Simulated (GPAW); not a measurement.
# MnO (P-6m2) in GPAW: single point with LDA

Aim: the single point of MnO with LDA.

All numbers are computed with GPAW 26.7.0; they aren't measurements. Logs are shortened: lines on timing, memory, paths and dates and some standing lists are left out, and cuts for length are marked. The log counts tension as positive stress, the text compression.

### Step 1. Starting point

The structure is hexagonal, space group P-6m2 (No. 187). Conventional cell: a = 2.969 Å, b = 2.969 Å, c = 2.898 Å, α = 90.00°, β = 90.00°, γ = 120.00°. Mn (site symmetry -6m2) has 6 O at 2.24 Å as nearest neighbours. O (site symmetry -6m2) is surrounded by 6 Mn at 2.24 Å.

Measurements of this composition are mostly on another form, of space group No. 225.

### Step 2. Single point, LDA, collinear spin, ferromagnetic start

run.py

```python
from ase import Atoms
from ase.dft.bandgap import bandgap
from ase.io import write
from ase.units import GPa
from gpaw import GPAW, PW

atoms = Atoms(['Mn', 'O'],
              cell=[[2.9694859094, 0.0, 0.0],
                    [-1.4847429547, 2.5716502337, 0.0],
                    [0.0, 0.0, 2.89807113]],
              scaled_positions=[[0.0, 0.0, 0.0],
                                [0.6666666667, 0.3333333333, 0.5]],
              pbc=True)
atoms.set_initial_magnetic_moments([5.0, 0.0])

calc = GPAW(mode=PW(600),
            xc='LDA',
            kpts={'size': (8, 8, 7), 'gamma': True},
            occupations={'name': 'fermi-dirac', 'width': 0.05},
            nbands=21,
            maxiter=120,
            txt='gpaw.txt')
atoms.calc = calc
energy = atoms.get_potential_energy()
forces = atoms.get_forces()
stress = atoms.get_stress()
calc.write('gs.gpw')
write('result.traj', atoms)
print(f'Energy: {energy:.6f} eV')
print('Forces (eV/A):')
print(forces.round(4))
print('Stress (GPa):', (stress / GPa).round(3))
print('Moments:', calc.get_magnetic_moments().round(3))
print('Fermi level:', round(calc.get_fermi_level(), 4), 'eV')
print(f'Gap: {bandgap(calc)[0]:.4f} eV, direct: {bandgap(calc, direct=True)[0]:.4f} eV')
```

Potentials or basis: the program's PAW data sets (release 1.2.1) made for this functional, pw.

On the command line:

```sh
$ OMP_NUM_THREADS=1 python run.py
```

gpaw.txt:

```text
__  _  _
 | _ |_)|_||  |
 |__||  | ||/\| - 26.7.0

Input parameters:
  mode=PW(ecut=600.0),
  kpts=MonkhorstPack(size=(8, 8, 7), gamma=True),
  maxiter=120,
  nbands=21,
  occupations=Occupations(name='fermi-dirac', width=0.05),
  xc=XC(name='LDA')

Diagonalizing LCAO Hamiltonian
Converting LCAO to pw mode

           O

       Mn

Atoms  # Å, Bohr magnetons
|   | symbol |        x |        y |        z |    initial magnetic moments |
|---|--------|----------|----------|----------|-----------------------------|
| 0 |     Mn | 0.000000 | 0.000000 | 0.000000 | ( 0.0000,  0.0000,  5.0000) |
| 1 |      O | 1.484743 | 0.857217 | 1.449036 | ( 0.0000,  0.0000,  0.0000) |

Unit cell  # Å
| periodic |         x |        y |        z |  lengths |     angles |
|----------|-----------|----------|----------|----------|------------|
|      yes |  2.969486 | 0.000000 | 0.000000 | 2.969486 |  90.000000 |
|      yes | -1.484743 | 2.571650 | 0.000000 | 2.969486 |  90.000000 |
|      yes |  0.000000 | 0.000000 | 2.898071 | 2.898071 | 120.000000 |

Number of symmetries: 12
Symmetry operations  # r_c * U_cc + t_c -> r_c
|    | kind |            matrix            |
|----|------|------------------------------|
|  0 |  σ   |  1, 1, 0,  0,-1, 0,  0, 0, 1 |
|  1 |  C2  |  1, 1, 0,  0,-1, 0,  0, 0,-1 |
|  2 |  E   |  1, 0, 0,  0, 1, 0,  0, 0, 1 |
|  3 |  σ   |  1, 0, 0,  0, 1, 0,  0, 0,-1 |
|  4 |  C3  |  0, 1, 0, -1,-1, 0,  0, 0, 1 |
|  5 |  S3  |  0, 1, 0, -1,-1, 0,  0, 0,-1 |
|  6 |  σ   |  0,-1, 0, -1, 0, 0,  0, 0, 1 |
|  7 |  C2  |  0,-1, 0, -1, 0, 0,  0, 0,-1 |
|  8 |  σ   | -1, 0, 0,  1, 1, 0,  0, 0, 1 |
|  9 |  C2  | -1, 0, 0,  1, 1, 0,  0, 0,-1 |
| 10 |  C3  | -1,-1, 0,  1, 0, 0,  0, 0, 1 |
| 11 |  S3  | -1,-1, 0,  1, 0, 0,  0, 0,-1 |

BZ-sampling:
  Number of BZ points: 448
  Number of IBZ points: 40

  Monkhorst-Pack size: [8, 8, 7]
  Monkhorst-Pack shift: [0.0625, 0.0625, 0.0]

K-points  # in reciprocal-cell coordinates
|     |                                coordinates |     weight |
|-----|--------------------------------------------|------------|
|   0 | (  0.00000000,   0.00000000,   0.00000000) | 0.00223214 |
|   1 | (  0.00000000,   0.00000000,   0.14285714) | 0.00446429 |
|   2 | (  0.00000000,   0.00000000,   0.28571429) | 0.00446429 |
|   3 | (  0.00000000,   0.00000000,   0.42857143) | 0.00446429 |
|   4 | (  0.12500000,   0.00000000,   0.00000000) | 0.01339286 |
|   5 | (  0.12500000,   0.00000000,   0.14285714) | 0.02678571 |
|   6 | (  0.12500000,   0.00000000,   0.28571429) | 0.02678571 |
|   7 | (  0.12500000,   0.00000000,   0.42857143) | 0.02678571 |
|   8 | (  0.25000000,  -0.12500000,   0.00000000) | 0.01339286 |
|   9 | (  0.25000000,  -0.12500000,   0.14285714) | 0.02678571 |
| ... |                                            |            |
|  39 | (  0.50000000,   0.50000000,   0.42857143) | 0.01339286 |

Plane wave coefficients: 751
Cutoff: 600.0 eV

Spin-components: 2 (collinear spins)
Bands:           21
Projectors:      11
Spin-degeneracy: 1
Datatype:        complex128

Parallelization:
  kpt:    1
  domain: 1
  band:   1

Density:
  Valence electrons: 21.0
  Components: 2
  Grid points: [18 18 18]
  Charge: 0.0  # |e|

Potential:
  Grid points: [18 18 18]

species:
  Mn:
    name:    Manganese
    Z:       25.0
    valence: 15
    core:    10
    charge:  0.0  # [|e|]
    compensation charges:
      type: gauss
      rc: 0.38  # [Å]
      lmax: 2
    cutoffs:
      filter: 2.14  # [Å]
      core: 0.86  # [Å]
    projectors
    | kind |    occ | energy [eV] | rcut [Å] |
    |------|--------|-------------|----------|
    |   3s |  2.000 |     -85.387 |    1.275 |
    |   4s |  2.000 |      -5.282 |    1.275 |
    |   3p |  6.000 |     -54.493 |    1.281 |
    |   4p |  0.000 |      -1.471 |    1.281 |
    |   3d |  5.000 |      -7.009 |    1.138 |
    |    d |        |      20.203 |    1.138 |

    Using partial waves for Mn as LCAO basis

  O:
    name:    Oxygen
    Z:       8.0
    valence: 6
    core:    2
    charge:  0.0  # [|e|]
    compensation charges:
      type: gauss
      rc: 0.21  # [Å]
      lmax: 2
    cutoffs:
      filter: 1.17  # [Å]
      core: 0.83  # [Å]
    projectors
    | kind |    occ | energy [eV] | rcut [Å] |
    |------|--------|-------------|----------|
    |   2s |  2.000 |     -23.752 |    0.688 |
    |   2p |  4.000 |      -9.195 |    0.598 |
    |    s |        |       3.459 |    0.688 |
    |    p |        |      18.016 |    0.598 |
    |    d |        |       0.000 |    0.619 |

    Using partial waves for O as LCAO basis

Reference energy: -33483.380042  # eV

eigensolver:
  PPCG
  Converge bands: occupied
  niter=2

density mixing:
  MSR1-Mixer
  Pratt-step length: 0.05
  Maximum mixing coefficient: 0.75
  Old densities: 10
  SVD Regularization: 0.005
  Good broyden scale: 1.0
  Trust region scale: 1.0
  Backstep threshold: 4.0
  History deletion threshold: 6.0
  Fourier metric: weight=20.0, sigma=0.015

occupation numbers:
  Fermi-Dirac:
    width: 0.0500  # eV

poisson solver:
  ecut: 4800.0  # eV

xc functional:
  name: None

convergence criteria:
- Maximum [total energy] change in last 3 cyles: 0.0005 eV / valence electron
- Maximum integral of absolute [dens]ity change: 0.0001 electrons / valence electron
- Maximum integral of absolute [eigenst]ate change: 4e-08 eV^2 / valence electron
maximum number of iterations: 120

SCF iterations
|iter     | |      energy | eigst |  dens |  magmom |
|---------|-|-------------|-------|-------|---------|
|iter:   1| |  -18.902631 | -0.04 |       |  +5.0037|
|iter:   2| |  -18.619336 | -2.10 | -1.01 |  +5.0019|
|iter:   3| |  -18.034773 | -2.21 | -1.06 |  +4.9596|
|iter:   4| |  -18.055315 | -3.31 | -1.38 |  +4.8060|
|iter:   5| |  -18.074506 | -3.62 | -1.63 |  +4.6441|
|iter:   6| |  -18.076557 | -3.87 | -1.84 |  +4.4976|
|iter:   7| |  -18.076860c| -5.27 | -2.34 |  +4.4222|
|iter:   8| |  -18.076838c| -6.41 | -3.20 |  +4.4170|
|iter:   9| |  -18.076809c| -7.14 | -3.53 |  +4.4129|
|iter:  10| |  -18.076804c| -7.66c| -4.34c|  +4.4124|

Converged in 10 steps
Energy contributions relative to reference atoms: (reference = -33483.380042)

Energy contributions:
  Kinetic:          12.356282
  Coulomb:         -10.802856
  Zero:              0.228580
  External:          0.000000
  Xc:              -19.851426
  Entropy:          -0.014768
  Spinorbit:         0.000000
  ----------------------------
  Free energy:     -18.084189
  Extrapolated:    -18.076804

dipole moment: (-2.956615, -5.892098, -6.422743)  # |e|*Ang

Total magnetic moment: (0.000000, 0.000000, 4.412422)

Local magnetic moments
|        x |        y |        z |
|----------|----------|----------|
| 0.000000 | 0.000000 | 3.924269 |  # Mn   0
| 0.000000 | 0.000000 | 0.130443 |  # O    1

Fermi level: 7.138
Eigenvalues  # (at kpt = [0.000, 0.000, 0.000])
| band index |      eig [eV] | occ [0-1] |      eig [eV] | occ [0-1] |
|------------|---------------|-----------|---------------|-----------|
|          0 |       -73.242 |     1.000 |       -68.997 |     1.000 |
|        ... |               |           |               |           |
|          4 |       -12.347 |     1.000 |       -11.929 |     1.000 |
|          5 |         2.607 |     1.000 |         3.794 |     1.000 |
|          6 |         2.607 |     1.000 |         3.794 |     1.000 |
|          7 |         3.363 |     1.000 |         3.838 |     1.000 |
|          8 |         3.412 |     1.000 |         6.133 |     1.000 |
|          9 |         5.576 |     1.000 |         8.269 |     0.000 |
|         10 |         5.576 |     1.000 |         9.239 |     0.000 |
|         11 |         6.437 |     1.000 |         9.239 |     0.000 |
|         12 |         6.437 |     1.000 |         9.321 |     0.000 |
|         13 |         6.869 |     0.995 |         9.321 |     0.000 |
|         14 |        20.324 |     0.000 |        21.450 |     0.000 |
|         15 |        21.877 |     0.000 |        23.024 |     0.000 |
|         16 |        21.877 |     0.000 |        23.024 |     0.000 |
|         17 |        23.355 |     0.000 |        24.471 |     0.000 |
|         18 |        25.542 |     0.000 |        27.048 |     0.000 |
|        ... |               |           |               |           |
|         20 |        30.503 |     0.000 |        32.133 |     0.000 |

No gap
No difference between direct/indirect transitions

Forces  # eV/Ang
|       x |       y |       z |
|---------|---------|---------|
| 0.00000 | 0.00000 | 0.00000 |  # Mn   0
| 0.00000 | 0.00000 | 0.00000 |  # O    1

Stress tensor  # eV/Ang^3
|        x |        y |        z |
|----------|----------|----------|
| 0.107929 | 0.000000 | 0.000000 |
| 0.000000 | 0.107929 | 0.000000 |
| 0.000000 | 0.000000 | 0.202794 |

# Writing to gs.gpw (mode='')
```

It took 24 s on 1 thread of Arm Neoverse V2, shared host; peak memory 0.16 GiB.

Results:

| Item | Value |
| --- | --- |
| Free energy | -18.0842 eV |
| Pressure | -22.4 GPa |
| Band gap on the k mesh | none (metal or under the smearing width) |
| Net moment | 4.41 μB per cell |
| Site moments | Mn +3.92; O +0.13 μB |

Caveat: the cutoff is short for stress and forces, so pressures can be off by a GPa or more; so large a pressure means that the cell lies far from this level's equilibrium, or that cutoff or potentials fall short; a cell with one magnetic atom can't hold antiferromagnetic order, which such compounds often take; semilocal functionals often make such compounds metallic where correlation or magnetic order opens a gap, which also shifts bond lengths.
